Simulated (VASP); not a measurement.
**Results of a VASP single-point calculation on SrO (strained rocksalt)**

POSCAR

```
Sr O
 1.0000000000000000
     0.0000000000000000    2.5282944794000000    2.5282944794000000
     2.5282944794000000    0.0000000000000000    2.5282944794000000
     2.5282944794000000    2.5282944794000000    0.0000000000000000
 Sr  O
   1   1
Cartesian
  0.0000000000000000  0.0000000000000000  0.0000000000000000
  2.5282944793999995  2.5282944793999995  2.5282944793999995
```

```json
{"gap between bands v and c": "3.23 eV", "least direct gap": "3.28 eV"}
```

Band v is the last that the valence electrons fill when counted band by band, and c is the next. Levels in eV from the top of v:

```json
{"point": "Γ", "v−1": "0.00", "v": "0.00", "c": "4.35", "c+1": "6.32"}
{"point": "X", "v−1": "-0.05", "v": "-0.05", "c": "3.23", "c+1": "8.19"}
{"point": "K", "v−1": "-0.60", "v": "-0.41", "c": "4.85", "c+1": "8.18"}
{"point": "L", "v−1": "-1.24", "v": "-1.24", "c": "6.77", "c+1": "8.87"}
{"point": "W", "v−1": "-0.38", "v": "-0.38", "c": "6.16", "c+1": "6.16"}
```

**Question.** Which of these levels of theory gave these results?
A. PBE0
B. LDA
C. r²SCAN
D. HSE06
E. PBE with spin–orbit coupling
F. PBE
G. PBEsol

**Answer.** F.

The INCAR was:

```
LASPH = .TRUE.
NBANDS = 15
GGA = PE
LCHARG = .FALSE.
PREC = Accurate
IBRION = -1
NELM = 120
ENCUT = 520
NSW = 0
EDIFF = 1E-7
SIGMA = 0.02
ISIF = 2
LREAL = .FALSE.
ISMEAR = -1
LWAVE = .FALSE.
```
